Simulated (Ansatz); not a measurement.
CdS, 2 atoms in the cell. The structure is cubic, space group Fm-3m (No. 225). The conventional cell has a = 5.506 Å, b = 5.506 Å, c = 5.506 Å, α = 90.00°, β = 90.00°, γ = 90.00°. Around Cd (site symmetry m-3m) lie 6 S at 2.75 Å. Around S (site symmetry m-3m) lie 6 Cd at 2.75 Å. Measurements of this composition are mostly on another form, of space group No. 186.

| Property | Result |
| --- | --- |
| Program | Ansatz 0.2.0 |
| Task | single point |
| Functional | LDA |
| Potentials or basis | PseudoDojo standard (LDA files) |
| Cutoff | 1388 eV |
| Density cutoff | 5551 eV |
| k mesh | 8 × 8 × 8 |
| Occupations | gaussian, width 0.1 eV |
| Spin | no spin polarisation |

Potentials or basis: PseudoDojo standard (LDA files).

Run with:

```console
$ ansatz run input.yaml --threads 1 --pin off --max-ram 2560MiB --backend cpu --events-out ev --progress --plain --runs-dir out
```

Hardware: 1 thread of Arm Neoverse V1, with other jobs on the host.

Question: Estimate the wall time of this run.

Answer: Wall time 6.4 s on 1 thread of Arm Neoverse V1, on a shared host, peak memory 0.36 GiB. Counts: scf iterations 7, plane waves 4909, k points 29, bands 17.
